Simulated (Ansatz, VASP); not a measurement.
## CdTe: VASP beside Ansatz

```xyz
2
Lattice="0.0000 3.2788 3.2788 3.2788 0.0000 3.2788 3.2788 3.2788 0.0000" Properties=species:S:1:pos:R:3 pbc="T T T"
Cd    0.0000    0.0000    0.0000
Te    4.9183    4.9183    4.9183
```

Alike in both runs: task single point; functional r2SCAN; k mesh 8 × 8 × 8; occupations gaussian, width 0.02 eV; no spin polarisation.

|  | VASP | Ansatz |
| --- | --- | --- |
| version | VASP 6.6.1 | Ansatz 0.2.0 |
| potentials or method | VASP PAW PBE potentials, release 64 (Cd, Te) | scalar-relativistic, plane waves, PAW |
| plane-wave cutoff (eV) | 520 | 500 |
| valence electrons in the cell | 18 | 36 |

|  | VASP | Ansatz | Ansatz less VASP |
| --- | --- | --- | --- |
| gap on the k mesh at the Fermi level (eV) | 1.16 | 1.17 | +0.007 |
| least direct gap on the mesh (eV) | 1.16 | 1.17 | +0.007 |
| pressure (GPa) | 0.1 | 0.0 | -0.11 |

The two sets of potentials don't hold the same shells in valence.

Caveats: the PAW data sets were made with another functional, which shifts forces and pressure a little (VASP); spin-orbit coupling is left out, which moves the levels of the heavy elements. r2SCAN opens gaps a little over a GGA but as a rule still falls short of measured ones.
